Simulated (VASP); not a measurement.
# Co (P-3m1) in VASP: further runs

The runs below take Co through single point, relaxation of cell and atoms, with PBEsol.

Program: VASP 6.6.1. These are calculated values, not measurements. Logs are shortened: lines on timing, memory, paths and dates and some standing lists are left out, and cuts for length are marked.

### Step 1. Starting point

The structure is trigonal, space group P-3m1 (No. 164). The conventional cell has a = 2.487 Å, b = 2.487 Å, c = 4.063 Å, α = 90.00°, β = 90.00°, γ = 120.00°. Co (site symmetry 3m) has 12 Co at 2.42 to 2.55 Å as nearest neighbours.

### Step 2. Single point, PBEsol, collinear spin, typed start

File INCAR:

```
PREC = Accurate
ENCUT = 520
EDIFF = 1E-7
ISMEAR = 0
SIGMA = 0.1
LREAL = False
LASPH = True
NELM = 150
ALGO = Normal
ISIF = 2
LWAVE = False
LCHARG = False
ISPIN = 2
MAGMOM = 3 3
LORBIT = 11
LMAXMIX = 4
GGA = PS
NBANDS = 20
```

File KPOINTS:

```
Automatic mesh
0
Gamma
  9 9 4
```

File POSCAR:

```
Co
1.0
    2.4873648738      0.0000000000      0.0000000000
   -1.2436824369      2.1541211692      0.0000000000
    0.0000000000      0.0000000000      4.0632895034
Co
2
Direct
    0.6666666700      0.3333333300      0.2598610000
    0.3333333300      0.6666666700      0.7401390000
```

Potentials or basis: VASP PAW PBE potentials, release 64 (Co).

On the command line:

```sh
cat potpaw_PBE.64/Co/POTCAR > POTCAR
mpirun -np 1 vasp_std > vasp.out
```

OUTCAR:

```text
PREC = Accurate
   ENCUT = 520
   EDIFF = 1E-7
   ISMEAR = 0
   LREAL = False
   LASPH = True
   NELM = 150
   ISIF = 2
   ISPIN = 2
   LORBIT = 11
   GGA = PS

 ion  position               nearest neighbor table
   1  0.667  0.333  0.260-   2 2.42   2 2.42   2 2.42   2 2.55   2 2.55   2 2.55
   2  0.333  0.667  0.740-   1 2.42   1 2.42   1 2.42   1 2.55   1 2.55   1 2.55

  LATTYP: Found a hexagonal cell.
 ALAT       =     2.4873648738
 C/A-ratio  =     1.6335719565

  Lattice vectors:

 A1 = (   2.4873648738,   0.0000000000,   0.0000000000)
 A2 = (  -1.2436824369,   2.1541211692,   0.0000000000)
 A3 = (   0.0000000000,   0.0000000000,   4.0632895034)

Analysis of symmetry for initial positions (statically):
=====================================================================
 Subroutine PRICEL returns:
 Original cell was already a primitive cell.

 Routine SETGRP: Setting up the symmetry group for a
 hexagonal supercell.

 Subroutine GETGRP returns: Found 12 space group operations
 (whereof 12 operations were pure point group operations)
 out of a pool of 24 trial point group operations.

The static configuration has the point symmetry D_3d.

Analysis of symmetry for dynamics (positions and initial velocities):
=====================================================================
 Subroutine PRICEL returns:
 Original cell was already a primitive cell.

 Routine SETGRP: Setting up the symmetry group for a
 hexagonal supercell.

 Subroutine GETGRP returns: Found 12 space group operations
 (whereof 12 operations were pure point group operations)
 out of a pool of 24 trial point group operations.

The dynamic configuration has the point symmetry D_3d.

Analysis of structural, dynamic, and magnetic symmetry:
=====================================================================
 Subroutine PRICEL returns:
 Original cell was already a primitive cell.

 Routine SETGRP: Setting up the symmetry group for a
 hexagonal supercell.

 Subroutine GETGRP returns: Found 12 space group operations
 (whereof 12 operations were pure point group operations)
 out of a pool of 24 trial point group operations.

The overall configuration has the point symmetry D_3d.

 Subroutine INISYM returns: Found 12 space group operations
 (whereof 12 operations are pure point group operations),
 and found     1 'primitive' translations

----------------------------------------------------------------------------------------

                                     Primitive cell
[... 114 lines left out ...]
  Thomas-Fermi vector in A             =   2.643152
   LORBIT       =     11    0 simple, 1 ext, 2 COOP (PROOUT), +10 PAW based schemes
   GGA     = PS    functional components
   LHFCALC =     F    Hartree Fock is set to
   AEXX    =    0.0000 exact exchange contribution
   IVDW    =     0    specifies the selected vdW correction
   LEPSILON=     F    determine dielectric tensor
   LRPA    =     F    only Hartree local field effects (RPA)
 spin polarized calculation
 Gauss-broadening in eV      SIGMA  =   0.10
  energy-cutoff  :      520.00
  volume of cell :       21.77
 maximum number of plane-waves:       600
   NGX =  9   NGY =  9   NGZ = 15

 number of electron      17.9999996 magnetization       3.1802512

 Free energy of the ion-electron system (eV)
  ---------------------------------------------------
  ext. energy  EPLUGINS =         0.00000000
  ---------------------------------------------------
  free energy    TOTEN  =       -15.40591899 eV

  energy without entropy =      -15.39615677  energy(sigma->0) =      -15.40103788

 E-fermi :  10.0715     XC(G=0): -13.5546

 val. band max:       10.0516371900   @ k =   0.3333   0.2222   0.5000
 cond. band min:      10.0741267696   @ k =   0.3333  -0.0000   0.5000
 fundamental gap:      0.0224895795
 Fermi energy:        10.0714810233

 spin component 1

 k-point     1 :       0.0000    0.0000    0.0000
  band No.  band energies     occupation
      1       1.0676      1.00000
      2       4.8792      1.00000
      3       7.4041      1.00000
      4       7.4648      1.00000
      5       7.4648      1.00000
      6       7.7562      1.00000
[... 541 lines left out ...]
     19      34.5713      0.00000
     20      36.7705      0.00000

 [... further k-points ...]

 spin component 2

 k-point     1 :       0.0000    0.0000    0.0000
  band No.  band energies     occupation
      1       1.1330      1.00000
      2       5.8019      1.00000
      3       8.9539      1.00000
      4       9.0441      1.00000
      5       9.0441      1.00000
      6       9.3640      1.00000
[... 541 lines left out ...]
     19      34.8347      0.00000
     20      36.9740      0.00000

 [... further k-points ...]

------------------------ aborting loop because EDIFF is reached ----------------------------------------

  FORCE on cell =-STRESS in cart. coord.  units (eV):
  Direction    XX          YY          ZZ          XY          YZ          ZX
  --------------------------------------------------------------------------------------
  -------------------------------------------------------------------------------------
  Total       -1.4784531     -1.4784531     -1.3689399      0.0000000      0.0000000      0.0000000
  in kB     -108.8004634   -108.8004634   -100.7413019      0.0000000      0.0000000      0.0000000
  external PRESSURE =    -106.1140762 kB  Pullay stress =       0.0000000 kB

 VOLUME and BASIS-vectors are now :
 -----------------------------------------------------------------------------
  energy-cutoff  :      520.00
  volume of cell :       21.77
      direct lattice vectors                 reciprocal lattice vectors
     2.487364874  0.000000000  0.000000000     0.402031889  0.232113220  0.000000000
    -1.243682437  2.154121169  0.000000000     0.000000000  0.464226439  0.000000000
     0.000000000  0.000000000  4.063289503     0.000000000  0.000000000  0.246106018

 POSITION                                       TOTAL-FORCE (eV/Angst)
 -----------------------------------------------------------------------------------
      1.24368      0.71804      1.05589        -0.000000      0.000000     -0.449142
     -0.00000      1.43608      3.00740         0.000000     -0.000000      0.449142
 -----------------------------------------------------------------------------------
    total drift:                                0.000000      0.000000     -0.000000

  FREE ENERGIE OF THE ION-ELECTRON SYSTEM (eV)
  ---------------------------------------------------
  free  energy   TOTEN  =       -15.4059189942 eV

  energy  without entropy=      -15.3961567663  energy(sigma->0) =      -15.40103788

 total charge

# of ion       s       p       d       tot
------------------------------------------
    1        0.489   0.522   7.261   8.272
    2        0.489   0.522   7.261   8.272
--------------------------------------------------
tot          0.979   1.043  14.521  16.543

 magnetization (x)

# of ion       s       p       d       tot
------------------------------------------
    1       -0.014  -0.047   1.665   1.604
    2       -0.014  -0.047   1.665   1.604
--------------------------------------------------
tot         -0.028  -0.094   3.329   3.207
```

stdout:

```text
POSCAR found type information on POSCAR Co
 POSCAR found :  1 types and       2 ions
 scaLAPACK will be used
 -----------------------------------------------------------------------------
|                                                                             |
|                                                                             |
|     You enforced a specific xc type in the INCAR file but a different       |
|     I HOPE YOU KNOW WHAT YOU ARE DOING!                                     |
|                                                                             |
 -----------------------------------------------------------------------------

 LDA part: xc-table for (Slater+PW92), standard interpolation
 POSCAR, INCAR and KPOINTS ok, starting setup
 FFT: planning ... GRIDC
 FFT: planning ... GRID_SOFT
 FFT: planning ... GRID
 WAVECAR not read
 entering main loop
```

Wall time 19 s (1 thread of Intel Xeon 6975P-C (Granite Rapids), shared host); peak memory 0.14 GiB.

Results:

```yaml
Free_energy: -15.4059 eV
Pressure: -10.6 GPa
Largest_force: 0.449 eV/Å
Band_gap_on_the_k_mesh: none (metal or under the smearing width)
Net_moment: 3.18 μB per cell
Site_moments: Co +1.60 μB
Valence_electrons_inside_the_program's_atomic_spheres: Co 8.27
```

Forces in eV/Å, atoms in the order of the input:
```
Co   0.000  0.000 -0.449
Co   0.000  0.000  0.449
```

Caveat: the k mesh is coarse (spacing up to 0.39 Å⁻¹), so the values aren't converged; the PAW data sets were made with another functional, which shifts forces and pressure a little.

### Step 3. Single point, PBEsol, collinear spin, typed start

This run uses another cell than the first one, of 10.33 Å³/atom, 0.949 times its volume.

INCAR, as its differences from that of step 2:

```diff
@@ -11,5 +11,5 @@
 LWAVE = False
-LCHARG = False
+LCHARG = True
 ISPIN = 2
-MAGMOM = 3 3
+MAGMOM = 1.83 1.83
 LORBIT = 11
@@ -17,2 +17,4 @@
 GGA = PS
+LELF = True
+LVHAR = True
 NBANDS = 20
```

File KPOINTS:

```
regular mesh
0
Gamma
  9 9 6
```

File POSCAR:

```
Co
1.0
    2.4531795008      0.0000000000      0.0000000000
   -1.2265897504      2.1245157677      0.0000000000
    0.0000000000      0.0000000000      3.9658531283
Co
2
Direct
    0.6666666667      0.3333333333      0.2499849263
    0.3333333333      0.6666666667      0.7500150737
```

Potentials or basis: VASP PAW PBE potentials, release 64 (Co).

On the command line:

```sh
cat potpaw_PBE.64/Co/POTCAR > POTCAR
mpirun -np 1 vasp_std > vasp.out
```

OUTCAR:

```text
PREC = Accurate
   ENCUT = 520
   EDIFF = 1E-7
   ISMEAR = 0
   LREAL = False
   LASPH = True
   NELM = 150
   ISIF = 2
   ISPIN = 2
   LORBIT = 11
   GGA = PS

 ion  position               nearest neighbor table
   1  0.667  0.333  0.250-   2 2.44   2 2.44   2 2.44   2 2.44   2 2.44   2 2.44
   2  0.333  0.667  0.750-   1 2.44   1 2.44   1 2.44   1 2.44   1 2.44   1 2.44

  LATTYP: Found a hexagonal cell.
 ALAT       =     2.4531795008
 C/A-ratio  =     1.6166175883

  Lattice vectors:

 A1 = (   2.4531795008,   0.0000000000,   0.0000000000)
 A2 = (  -1.2265897504,   2.1245157677,   0.0000000000)
 A3 = (   0.0000000000,   0.0000000000,   3.9658531283)

Analysis of symmetry for initial positions (statically):
=====================================================================
 Subroutine PRICEL returns:
 Original cell was already a primitive cell.

 Routine SETGRP: Setting up the symmetry group for a
 hexagonal supercell.

 Subroutine GETGRP returns: Found 12 space group operations
 (whereof 12 operations were pure point group operations)
 out of a pool of 24 trial point group operations.

The static configuration has the point symmetry D_3d.

Analysis of symmetry for dynamics (positions and initial velocities):
=====================================================================
 Subroutine PRICEL returns:
 Original cell was already a primitive cell.

 Routine SETGRP: Setting up the symmetry group for a
 hexagonal supercell.

 Subroutine GETGRP returns: Found 12 space group operations
 (whereof 12 operations were pure point group operations)
 out of a pool of 24 trial point group operations.

The dynamic configuration has the point symmetry D_3d.

Analysis of structural, dynamic, and magnetic symmetry:
=====================================================================
 Subroutine PRICEL returns:
 Original cell was already a primitive cell.

 Routine SETGRP: Setting up the symmetry group for a
 hexagonal supercell.

[... 147 lines left out ...]
  ext. energy  EPLUGINS =         0.00000000
  ---------------------------------------------------
  free energy    TOTEN  =       -15.48037821 eV

  energy without entropy =      -15.47122396  energy(sigma->0) =      -15.47580109

 E-fermi :  10.7748     XC(G=0): -13.8675

 val. band max:       10.7616839584   @ k =   0.1111   0.1111   0.0000
 cond. band min:      10.7906520361   @ k =   0.2222   0.1111   0.1667
 fundamental gap:      0.0289680778
 Fermi energy:        10.7748054628

 spin component 1

 k-point     1 :       0.0000    0.0000    0.0000
  band No.  band energies     occupation
      1       1.5206      1.00000
      2       5.4227      1.00000
      3       8.1533      1.00000
      4       8.1802      1.00000
      5       8.1802      1.00000
      6       8.5229      1.00000
[... 541 lines left out ...]
     19      37.2348      0.00000
     20      37.4055      0.00000

 [... further k-points ...]

 spin component 2

 k-point     1 :       0.0000    0.0000    0.0000
  band No.  band energies     occupation
      1       1.5706      1.00000
      2       6.3161      1.00000
      3       9.6782      1.00000
      4       9.6952      1.00000
      5       9.6952      1.00000
      6      10.0896      1.00000
[... 541 lines left out ...]
     19      37.4810      0.00000
     20      37.6839      0.00000

 [... further k-points ...]

------------------------ aborting loop because EDIFF is reached ----------------------------------------

  FORCE on cell =-STRESS in cart. coord.  units (eV):
  Direction    XX          YY          ZZ          XY          YZ          ZX
  --------------------------------------------------------------------------------------
  -------------------------------------------------------------------------------------
  Total       -0.1417494     -0.1417494     -0.1306504      0.0000000      0.0000000      0.0000000
  in kB      -10.9876753    -10.9876753    -10.1273394      0.0000000      0.0000000      0.0000000
  external PRESSURE =     -10.7008967 kB  Pullay stress =       0.0000000 kB

 VOLUME and BASIS-vectors are now :
 -----------------------------------------------------------------------------
  energy-cutoff  :      520.00
  volume of cell :       20.67
      direct lattice vectors                 reciprocal lattice vectors
     2.453179501  0.000000000  0.000000000     0.407634256  0.235347747  0.000000000
    -1.226589750  2.124515768  0.000000000     0.000000000  0.470695495  0.000000000
     0.000000000  0.000000000  3.965853128     0.000000000  0.000000000  0.252152555

 POSITION                                       TOTAL-FORCE (eV/Angst)
 -----------------------------------------------------------------------------------
      1.22659      0.70817      0.99140        -0.000000      0.000000      0.001001
     -0.00000      1.41634      2.97445         0.000000      0.000000     -0.001001
 -----------------------------------------------------------------------------------
    total drift:                                0.000000     -0.000000      0.000000

  FREE ENERGIE OF THE ION-ELECTRON SYSTEM (eV)
  ---------------------------------------------------
  free  energy   TOTEN  =       -15.4803782121 eV

  energy  without entropy=      -15.4712239603  energy(sigma->0) =      -15.47580109

 total charge

# of ion       s       p       d       tot
------------------------------------------
    1        0.508   0.564   7.300   8.372
    2        0.508   0.564   7.300   8.372
--------------------------------------------------
tot          1.015   1.128  14.601  16.744

 magnetization (x)

# of ion       s       p       d       tot
------------------------------------------
    1       -0.017  -0.054   1.586   1.515
    2       -0.017  -0.054   1.586   1.515
--------------------------------------------------
tot         -0.034  -0.108   3.172   3.031
```

Run time: 27 s. Hardware: 1 thread of Intel Xeon 6975P-C (Granite Rapids), shared host; peak memory 0.16 GiB.

Results:

```yaml
Free_energy: -15.4804 eV
Pressure: -1.1 GPa
Band_gap_on_the_k_mesh: none (metal or under the smearing width)
Net_moment: 3.01 μB per cell
Site_moments: Co +1.51 μB
Valence_electrons_inside_the_program's_atomic_spheres: Co 8.37
```

Caveat: the PAW data sets were made with another functional, which shifts forces and pressure a little.

### Step 4. Relaxation of cell and atoms, PBEsol, collinear spin, typed start

File INCAR:

```
  PREC = Accurate
  ENCUT = 600
  EDIFF = 1E-6
  ISMEAR = 0
  SIGMA = 0.1
  LREAL = False
  LASPH = True
  NELM = 150
  ALGO = Normal
  ISIF = 3
  LWAVE = False
  LCHARG = False
  ISPIN = 2
  MAGMOM = 1.83 1.83
  LORBIT = 11
  LMAXMIX = 4
  GGA = PS
  IBRION = 2
  NSW = 100
  EDIFFG = -0.05
```

File KPOINTS:

```
Automatic mesh
0
Gamma
  9 9 6
```

File POSCAR:

```
Co
1.0
    2.4873648738      0.0000000000      0.0000000000
   -1.2436824369      2.1541211692      0.0000000000
    0.0000000000      0.0000000000      4.0632895034
Co
2
Direct
    0.6666666700      0.3333333300      0.2598610000
    0.3333333300      0.6666666700      0.7401390000
```

On the command line:

```sh
cat potpaw_PBE.64/Co/POTCAR > POTCAR
mpirun -np 1 vasp_std > vasp.out
```

Run time: 1.8 min. Hardware: 1 thread of Intel Xeon 6975P-C (Granite Rapids), shared host; peak memory 0.17 GiB.

The run converged. Its results:

- Free energy: -15.4809 eV
- Relaxed volume: 10.29 Å³/atom
- Relaxed cell: a = 2.448 Å, b = 2.448 Å, c = 3.965 Å, α = 90.00°, β = 90.00°, γ = 120.00°
- Space group after relaxing (to 0.05 Å): P6_3/mmc (No. 194)
- Energy gained by relaxing: 32.9 meV/atom
- Ionic steps: 8
- Pressure after relaxing: -0.1 GPa
- Band gap on the k mesh: none (metal or under the smearing width)
- Net moment: 3.01 μB per cell
- Site moments: Co +1.51 μB
- Valence electrons inside the program's atomic spheres: Co 8.38

Stress tensor (GPa, compression positive):
```
 0.08  0.00  0.00
 0.00  0.08  0.00
 0.00  0.00 -0.40
```

Step by step:
```
step  energy change (eV)  largest force (eV/Å)  pressure (GPa)  volume (Å³)
   1              0.0000                0.4394          -11.32        21.77
   2             -0.0015                0.4011           16.98        19.44
   3             -0.0512                0.4637            1.18        20.54
   4             -0.0647                0.1115            0.69        20.52
   5             -0.0656                0.0150            0.78        20.51
   6             -0.0656                0.0063            0.77        20.51
   7             -0.0656                0.0049           -1.00        20.65
   8             -0.0658                0.0002           -0.08        20.58
```

Final structure:
```
CELL_PARAMETERS angstrom
2.44839 0.00000 0.00000
-1.22420 2.12037 0.00000
0.00000 0.00000 3.96461
ATOMIC_POSITIONS crystal
Co 0.66667 0.33333 0.25000
Co 0.33333 0.66667 0.75000
```

Levels at points of the mesh, in eV from the Fermi level:
Spin up:
```csv
k point,band 8,band 9,band 10,band 11,band 12,band 13
"(0.00, 0.00, 0.00)",-1.87,-1.87,-0.67,-0.67,-0.17,6.83
"(0.00, 0.00, 0.50)",-2.67,-1.01,-1.01,-1.01,-1.01,15.58
```
Spin down:
```csv
k point,band 5,band 6,band 7,band 8,band 9,band 10
"(0.00, 0.00, 0.00)",-1.09,-0.69,-0.69,-0.23,-0.23,-0.16
"(0.00, 0.00, 0.50)",-1.15,-1.15,-1.15,-1.15,0.72,0.72
```

Caveat: the PAW data sets were made with another functional, which shifts forces and pressure a little; the relaxation stopped at a loose force limit of 0.05 eV/Å, so its end isn't a converged minimum.

### Step 5. The runs side by side

| task | cell | k mesh | cutoff (eV) | mesh quality | gap on the mesh (eV) | pressure (GPa) | moment (μB) |
| --- | --- | --- | --- | --- | --- | --- | --- |
| single point | P-3m1, 10.89 Å³/atom | 9 × 9 × 4 | 520 | coarse | none | -10.6 | 3.18 |
| single point | P6_3/mmc, 10.33 Å³/atom | 9 × 9 × 6 | 520 | not flagged | none | -1.1 | 3.01 |
| relaxation of cell and atoms | relaxed | 9 × 9 × 6 | 600 | not flagged | none | -0.1 | 3.01 |

Alike in all rows: level PBEsol; potentials or basis VASP PAW PBE potentials, release 64 (Co); spin collinear, typed start; smearing gaussian 0.1 eV.

Caveats: some runs use coarse meshes; the PAW data sets were made with another functional, which shifts forces and pressure a little; the relaxation stopped at a loose force limit of 0.05 eV/Å, so its end isn't a converged minimum (some runs).

Absolute energies hang on the potentials; compare differences alone.
